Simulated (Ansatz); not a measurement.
CuO under changes of volume

One of the cells (9.482 Å³/atom); the others are scaled copies at fixed shape and fractional positions:

```xyz
4
Lattice="0.0000 -2.1166 -2.1166 -2.1166 0.0000 -2.1166 2.1166 2.1166 -4.2331" Properties=species:S:1:pos:R:3 pbc="T T T"
Cu    0.0233   -0.0336   -4.1419
Cu    0.0233    2.0829   -6.2584
O    -0.0233    0.0336   -6.4409
O    -0.0233    0.0336   -2.2078
```

The cell comes from a database or a generator and needn't be the stable form of this composition.

```yaml
Program: Ansatz 0.2.0
Functional: PBE
Potentials_or_basis: Ansatz NC
Cutoff: "1252 eV (not typed: the program's choice for these potentials)"
k_mesh: 10 × 10 × 6
Occupations: fermi-dirac, width 0.05 eV
Spin: no spin polarisation
```

```csv
volume (Å³/atom),energy over the lowest point (meV/atom),pressure (GPa),largest force (eV/Å)
8.913,47.05,19.5,1.570
9.103,27.21,14.3,1.439
9.292,?,?,?
9.482,4.29,5.5,1.202
9.671,0.07,1.8,1.095
9.861,0.00,-1.5,0.996
10.051,3.66,-4.5,0.903
```

Question: What does the run at 9.292 Å³/atom give?

Answer: Energy over the lowest point 13.15 meV/atom; pressure 9.7 GPa; largest force 1.316 eV/Å.

Worked out: A Birch-Murnaghan fit of order 3 (a polynomial in V^(-2/3)) to the other rows has its minimum at 9.77 Å³/atom with B0 = V·E''(V) = 171 GPa and B' = 4.5 at fixed shape and positions, which overstates the stiffness. It gives 13.20 meV/atom at 9.292 Å³/atom, against the run's 13.15, and -dE/dV = 9.6 GPa, against 9.7.

Energies are extrapolated to zero smearing.

Caveats: the run has no spin polarisation, though such a crystal can be magnetic; forces of over 1 eV/Å show positions far from the minimum, so gaps and moduli don't describe the material at rest (some runs).
